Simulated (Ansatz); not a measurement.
CaO: consecutive steps of a trajectory

Method: DFT PBE, scalar-relativistic, plane waves, PAW in Ansatz 0.2.0. Cutoff 420 eV, shifted (0.5, 0.5, 0.5 steps) 2×2×2 k-points, Fermi–Dirac smearing of 0.22 eV. The mesh is coarse. No spin polarisation.

16 atoms, starting at 1.10 times the perfect crystal's volume (space group P6_3/mmc, the cell as given, not relaxed at this level); Nosé–Hoover thermostat at 2600 K, fixed cell; 36 steps of 4 fs. The run is short and not equilibrated. The time step is on the long side.

Positions in Å, velocities in 0.01 Å/fs, forces in eV/Å; dE is the potential energy from the first frame shown.

```xyz
16
Lattice="4.1208 0.0000 -4.9393 4.1208 0.0000 4.9393 0.0000 -7.1375 0.0000" Properties=species:S:1:pos:R:3:v100:R:3:forces:R:3 pbc="T T T" time_fs=48.00 dE_eV=0.0000 T_K=982
Ca    5.9158   -1.0213   -1.1749    0.5327    0.1213    0.2309    1.9580   -0.6250    0.5560
Ca    4.2132   -5.0019   -1.0459    0.3676    0.3438    0.0802   -0.1375    1.5150    0.4356
Ca    2.0004   -1.1164   -1.2326    0.1127   -0.1930   -0.5301   -0.1018   -0.5439   -1.1445
Ca    3.6964   -4.5395    3.6227   -0.6300    0.3647    0.8942    0.7897   -0.1722    0.3278
Ca    3.9624   -2.5053    1.2054    0.3757    0.3398   -0.3363    1.6751    0.3791   -0.9114
Ca    2.0318   -5.9060    1.1879   -0.8040   -0.6094   -0.5227   -0.0388   -0.5930   -0.4973
Ca    4.4948   -2.5556   -3.7528    0.1076    0.0042    0.0448   -1.7726    0.6269    0.6465
Ca    6.2626   -5.9171    1.6924    0.8201   -0.2056   -0.0783    0.0839    0.0190   -3.0535
O     2.2793   -1.1499    1.0039   -0.9781   -0.2518   -0.8243   -1.5237   -0.0093   -0.0515
O     4.1393   -4.8326   -4.0747   -0.4303   -0.2725   -0.8682    0.1980    0.5648    0.7210
O     6.5396   -1.1135    1.1394   -1.0993    1.2394   -0.3037   -0.3534    0.0532    0.4123
O     4.2892   -4.7858    1.3233    0.4915    0.3431   -0.2098   -1.0101   -0.2957    0.0802
O     4.0039   -2.0272    3.2562   -0.5244   -1.1913    0.6645    0.2944   -0.7910    2.0255
O     6.0916   -5.8732   -1.4140    0.1217   -0.3800    0.1811    0.2605   -0.7671   -0.5576
O     4.3760   -2.7755   -1.2889    0.4940   -0.2029    1.5502   -0.1832    1.1008   -0.3678
O     2.2229   -5.9595   -1.2033   -0.2856    0.3006    0.3547   -0.1385   -0.4616    1.3789
16
Lattice="4.1208 0.0000 -4.9393 4.1208 0.0000 4.9393 0.0000 -7.1375 0.0000" Properties=species:S:1:pos:R:3:v100:R:3:forces:R:3 pbc="T T T" time_fs=52.00 dE_eV=-0.2743 T_K=1144
Ca    5.9410   -1.0176   -1.1645    0.7223    0.0610    0.2867    1.8387   -0.6464    0.5451
Ca    4.2277   -4.9852   -1.0419    0.3510    0.4795    0.1321   -0.2881    1.2117    0.6183
Ca    2.0048   -1.1252   -1.2562    0.0988   -0.2443   -0.6414   -0.2108   -0.4725   -1.0353
Ca    3.6726   -4.5252    3.6593   -0.5584    0.3520    0.9025    0.8301   -0.1729   -0.3558
Ca    3.9808   -2.4909    1.1901    0.5321    0.3780   -0.4135    1.4714    0.3343   -0.6071
Ca    1.9994   -5.9316    1.1659   -0.8058   -0.6656   -0.5716    0.1830   -0.4304   -0.3945
Ca    4.4957   -2.5542   -3.7498   -0.0581    0.0626    0.1020   -1.6752    0.5801    0.5247
Ca    6.2957   -5.9254    1.6834    0.8207   -0.1960   -0.3575   -0.2573    0.2241   -2.6952
O     2.2327   -1.1601    0.9705   -1.3218   -0.2766   -0.8219   -1.2229   -0.1726    0.1448
O     4.1229   -4.8409   -4.1062   -0.3755   -0.1293   -0.6494    0.2924    0.6400    1.1606
O     6.4937   -1.0634    1.1292   -1.1823    1.2357   -0.1890   -0.2320   -0.1947    0.5603
O     4.3041   -4.7735    1.3153    0.2574    0.2753   -0.1907   -0.9645   -0.2946    0.0961
O     3.9842   -2.0789    3.2926   -0.4535   -1.3767    1.1270    0.3374   -0.6302    1.7282
O     6.0977   -5.8922   -1.4094    0.1676   -0.5609    0.0373    0.1072   -0.6904   -0.6445
O     4.3950   -2.7784   -1.2283    0.4474    0.0784    1.4417   -0.2451    1.2366   -0.6661
O     2.2108   -5.9496   -1.1824   -0.3012    0.1845    0.6495    0.0356   -0.5221    1.0202
16
Lattice="4.1208 0.0000 -4.9393 4.1208 0.0000 4.9393 0.0000 -7.1375 0.0000" Properties=species:S:1:pos:R:3:v100:R:3:forces:R:3 pbc="T T T" time_fs=56.00 dE_eV=-0.5491 T_K=1312
Ca    5.9736   -1.0164   -1.1519    0.9009   -0.0019    0.3392    1.6722   -0.6676    0.4686
Ca    4.2413   -4.9636   -1.0354    0.3222    0.5853    0.1983   -0.3935    0.8555    0.7168
Ca    2.0083   -1.1360   -1.2840    0.0754   -0.2892   -0.7397   -0.2953   -0.3939   -0.8395
Ca    3.6517   -4.5113    3.6949   -0.4846    0.3374    0.8462    0.8295   -0.2139   -1.0268
Ca    4.0050   -2.4750    1.1723    0.6660    0.4134   -0.4575    1.1630    0.3041   -0.1994
Ca    1.9673   -5.9592    1.1422   -0.7894   -0.7079   -0.6096    0.3527   -0.2819   -0.2506
Ca    4.4902   -2.5506   -3.7447   -0.2148    0.1167    0.1463   -1.5454    0.5215    0.3655
Ca    6.3282   -5.9328    1.6638    0.7899   -0.1654   -0.5940   -0.5778    0.4553   -2.1011
O     2.1736   -1.1720    0.9381   -1.5835   -0.3412   -0.7733   -0.8045   -0.3332    0.3355
O     4.1092   -4.8430   -4.1267   -0.3012    0.0254   -0.3225    0.3564    0.6476    1.5970
O     6.4450   -1.0146    1.1243   -1.2428    1.1685   -0.0397   -0.1521   -0.4795    0.6886
O     4.3098   -4.7638    1.3081    0.0421    0.2135   -0.1725   -0.8349   -0.2415    0.0726
O     3.9676   -2.1374    3.3463   -0.3710   -1.5197    1.5070    0.3866   -0.4145    1.2944
O     6.1050   -5.9181   -1.4110    0.1736   -0.7135   -0.1174   -0.0741   -0.5125   -0.6347
O     4.4118   -2.7693   -1.1736    0.3862    0.3872    1.2689   -0.3033    1.3004   -0.8987
O     2.1988   -5.9447   -1.1513   -0.2736    0.0571    0.8309    0.2205   -0.5460    0.4118
16
Lattice="4.1208 0.0000 -4.9393 4.1208 0.0000 4.9393 0.0000 -7.1375 0.0000" Properties=species:S:1:pos:R:3:v100:R:3:forces:R:3 pbc="T T T" time_fs=60.00 dE_eV=-0.7520 T_K=1451
Ca    6.0131   -1.0178   -1.1374    1.0639   -0.0679    0.3826    1.4576   -0.6949    0.3396
Ca    4.2535   -4.9384   -1.0260    0.2848    0.6581    0.2708   -0.4621    0.4935    0.7280
Ca    2.0108   -1.1484   -1.3153    0.0452   -0.3270   -0.8166   -0.3473   -0.3121   -0.5545
Ca    3.6338   -4.4982    3.7270   -0.4115    0.3147    0.7303    0.8062   -0.3425   -1.5854
Ca    4.0341   -2.4578    1.1535    0.7694    0.4455   -0.4629    0.7983    0.2496    0.2055
Ca    1.9362   -5.9883    1.1171   -0.7593   -0.7377   -0.6313    0.4723   -0.1487   -0.0377
Ca    4.4785   -2.5449   -3.7381   -0.3612    0.1645    0.1758   -1.4196    0.4335    0.2061
Ca    6.3589   -5.9386    1.6359    0.7296   -0.1113   -0.7731   -0.8717    0.7046   -1.4401
O     2.1060   -1.1874    0.9086   -1.7398   -0.4368   -0.6843   -0.3196   -0.4189    0.4782
O     4.0988   -4.8388   -4.1320   -0.2145    0.1780    0.0994    0.3890    0.6070    1.9127
O     6.3943   -0.9699    1.1260   -1.2894    1.0273    0.1379   -0.1024   -0.8054    0.7784
O     4.3075   -4.7564    1.3015   -0.1383    0.1691   -0.1620   -0.6556   -0.1464    0.0314
O     3.9545   -2.2005    3.4132   -0.2743   -1.6017    1.7849    0.4484   -0.1038    0.8384
O     6.1116   -5.9492   -1.4188    0.1379   -0.8147   -0.2619   -0.2384   -0.2468   -0.5435
O     4.4259   -2.7474   -1.1268    0.3112    0.7042    1.0446   -0.3544    1.2712   -1.0805
O     2.1889   -5.9451   -1.1159   -0.2018   -0.0740    0.8578    0.3995   -0.5400   -0.2767
16
Lattice="4.1208 0.0000 -4.9393 4.1208 0.0000 4.9393 0.0000 -7.1375 0.0000" Properties=species:S:1:pos:R:3:v100:R:3:forces:R:3 pbc="T T T" time_fs=64.00 dE_eV=-0.8497 T_K=1541
Ca    6.0587   -1.0218   -1.1213    1.2067   -0.1377    0.4130    1.1989   -0.7252    0.1834
Ca    4.2641   -4.9109   -1.0137    0.2413    0.6987    0.3412   -0.5116    0.1656    0.6506
Ca    2.0119   -1.1621   -1.3493    0.0116   -0.3576   -0.8635   -0.3590   -0.2304   -0.1911
Ca    3.6188   -4.4862    3.7534   -0.3395    0.2730    0.5700    0.7919   -0.6041   -1.9213
Ca    4.0666   -2.4394    1.1353    0.8388    0.4718   -0.4332    0.4232    0.1724    0.5339
Ca    1.9066   -6.0182    1.0917   -0.7201   -0.7563   -0.6293    0.5442   -0.0344    0.2493
Ca    4.4613   -2.5374   -3.7306   -0.4992    0.2022    0.1922   -1.3301    0.3007    0.0832
Ca    6.3866   -5.9417    1.6020    0.6422   -0.0330   -0.8929   -1.1308    0.9418   -0.8193
O     2.0344   -1.2070    0.8834   -1.7774   -0.5397   -0.5688    0.1993   -0.3809    0.5473
O     4.0921   -4.8287   -4.1187   -0.1233    0.3202    0.5741    0.3861    0.5444    1.9857
O     6.3419   -0.9324    1.1353   -1.3279    0.8035    0.3323   -0.0748   -1.1493    0.8076
O     4.2988   -4.7503    1.2951   -0.2749    0.1508   -0.1610   -0.4546   -0.0232   -0.0054
O     3.9457   -2.2655    3.4891   -0.1612   -1.5971    1.9625    0.5134    0.3159    0.4297
O     6.1160   -5.9832   -1.4320    0.0682   -0.8468   -0.3788   -0.3502    0.0705   -0.3905
O     4.4367   -2.7129   -1.0900    0.2243    1.0066    0.7791   -0.3951    1.1429   -1.2197
O     2.1827   -5.9507   -1.0827   -0.0893   -0.2020    0.7234    0.5491   -0.5066   -0.9234
16
Lattice="4.1208 0.0000 -4.9393 4.1208 0.0000 4.9393 0.0000 -7.1375 0.0000" Properties=species:S:1:pos:R:3:v100:R:3:forces:R:3 pbc="T T T" time_fs=68.00 dE_eV=-0.8458 T_K=1582
Ca    6.1096   -1.0288   -1.1043    1.3249   -0.2106    0.4290    0.8997   -0.7411    0.0282
Ca    4.2728   -4.8825   -0.9987    0.1927    0.7112    0.4010   -0.5597   -0.1051    0.4847
Ca    2.0117   -1.1770   -1.3844   -0.0213   -0.3810   -0.8736   -0.3241   -0.1513    0.2277
Ca    3.6066   -4.4763    3.7726   -0.2665    0.1987    0.3881    0.8099   -1.0055   -1.9922
Ca    4.1012   -2.4200    1.1189    0.8742    0.4913   -0.3769    0.0701    0.0958    0.7507
Ca    1.8786   -6.0488    1.0668   -0.6756   -0.7655   -0.5981    0.5772    0.0592    0.5725
Ca    4.4386   -2.5287   -3.7227   -0.6332    0.2255    0.2003   -1.2924    0.1226    0.0290
Ca    6.4103   -5.9412    1.5644    0.5305    0.0659   -0.9583   -1.3539    1.1072   -0.2791
O     1.9638   -1.2305    0.8631   -1.6888   -0.6183   -0.4442    0.7312   -0.2057    0.5427
O     4.0890   -4.8132   -4.0860   -0.0354    0.4480    1.0377    0.3510    0.4718    1.7672
O     6.2880   -0.9056    1.1526   -1.3621    0.4990    0.5267   -0.0568   -1.4491    0.7564
O     4.2855   -4.7443    1.2886   -0.3644    0.1635   -0.1661   -0.2512    0.1110   -0.0186
O     3.9416   -2.3283    3.5702   -0.0323   -1.4806    2.0520    0.5662    0.8238    0.0868
O     6.1171   -6.0170   -1.4491   -0.0211   -0.8030   -0.4552   -0.3929    0.3855   -0.1963
O     4.4438   -2.6669   -1.0645    0.1281    1.2720    0.4824   -0.4225    0.9287   -1.3118
O     2.1817   -5.9612   -1.0580    0.0548   -0.3207    0.4453    0.6482   -0.4477   -1.4479
16
Lattice="4.1208 0.0000 -4.9393 4.1208 0.0000 4.9393 0.0000 -7.1375 0.0000" Properties=species:S:1:pos:R:3:v100:R:3:forces:R:3 pbc="T T T" time_fs=72.00 dE_eV=-0.7668 T_K=1587
Ca    6.1647   -1.0387   -1.0870    1.4143   -0.2842    0.4311    0.5593   -0.7148   -0.1074
Ca    4.2795   -4.8540   -0.9816    0.1383    0.7009    0.4414   -0.6179   -0.3136    0.2343
Ca    2.0102   -1.1926   -1.4192   -0.0490   -0.3975   -0.8419   -0.2396   -0.0777    0.6788
Ca    3.5974   -4.4703    3.7844   -0.1892    0.0812    0.2064    0.8606   -1.4751   -1.8668
Ca    4.1365   -2.4001    1.1051    0.8778    0.5047   -0.3049   -0.2482    0.0396    0.8428
Ca    1.8525   -6.0795    1.0438   -0.6285   -0.7668   -0.5374    0.5892    0.1357    0.8519
Ca    4.4106   -2.5194   -3.7146   -0.7671    0.2312    0.2075   -1.2868   -0.0711    0.0616
Ca    6.4291   -5.9365    1.5253    0.3973    0.1752   -0.9769   -1.5466    1.1275    0.1733
O     1.8993   -1.2564    0.8478   -1.4727   -0.6427   -0.3252    1.2429    0.0765    0.4890
O     4.0892   -4.7929   -4.0357    0.0428    0.5570    1.4274    0.2972    0.3743    1.3214
O     6.2329   -0.8925    1.1775   -1.3910    0.1338    0.6999   -0.0239   -1.6146    0.6084
O     4.2696   -4.7372    1.2818   -0.4070    0.2081   -0.1700   -0.0576    0.2374    0.0058
O     3.9431   -2.3840    3.6533    0.1077   -1.2383    2.0672    0.5898    1.3423   -0.1990
O     6.1143   -6.0475   -1.4684   -0.1133   -0.6895   -0.4829   -0.3642    0.6423    0.0207
O     4.4470   -2.6112   -1.0514    0.0259    1.4825    0.1673   -0.4337    0.6577   -1.3382
O     2.1871   -5.9763   -1.0470    0.2169   -0.4241    0.0599    0.6794   -0.3663   -1.7766
```

Q: What is the next frame?

A:
```xyz
16
Lattice="4.1208 0.0000 -4.9393 4.1208 0.0000 4.9393 0.0000 -7.1375 0.0000" Properties=species:S:1:pos:R:3:v100:R:3:forces:R:3 pbc="T T T" time_fs=76.00 dE_eV=-0.6504 T_K=1573
Ca    6.2228   -1.0515   -1.0698    1.4698   -0.3530    0.4212    0.1710   -0.6218   -0.2235
Ca    4.2839   -4.8264   -0.9634    0.0769    0.6731    0.4548   -0.6894   -0.4661   -0.0887
Ca    2.0078   -1.2088   -1.4518   -0.0665   -0.4076   -0.7650   -0.1083   -0.0143    1.1534
Ca    3.5915   -4.4698    3.7891   -0.1048   -0.0792    0.0375    0.9355   -1.8558   -1.6774
Ca    4.1714   -2.3797    1.0945    0.8521    0.5141   -0.2292   -0.5409    0.0060    0.8069
Ca    1.8283   -6.1101    1.0238   -0.5795   -0.7612   -0.4552    0.6057    0.2042    1.0028
Ca    4.3772   -2.5102   -3.7061   -0.9009    0.2205    0.2220   -1.2462   -0.2165    0.1764
Ca    6.4421   -5.9272    1.4863    0.2451    0.2791   -0.9559   -1.7101    0.9643    0.5463
O     1.8459   -1.2820    0.8371   -1.1398   -0.5953   -0.2183    1.6696    0.3891    0.4285
O     4.0924   -4.7687   -3.9718    0.1080    0.6375    1.7028    0.2350    0.2227    0.7786
O     6.1768   -0.8949    1.2086   -1.4066   -0.2514    0.8259    0.0585   -1.5724    0.3465
O     4.2529   -4.7277    1.2750   -0.4054    0.2809   -0.1627    0.1185    0.3372    0.0746
O     3.9503   -2.4274    3.7356    0.2495   -0.8836    2.0183    0.5645    1.7228   -0.4461
O     6.1080   -6.0722   -1.4877   -0.1918   -0.5235   -0.4573   -0.2680    0.8045    0.2468
O     4.4459   -2.5483   -1.0511   -0.0780    1.6276   -0.1480   -0.4247    0.3627   -1.2764
O     2.1991   -5.9952   -1.0532    0.3789   -0.5070   -0.3796    0.6293   -0.2665   -1.8487
```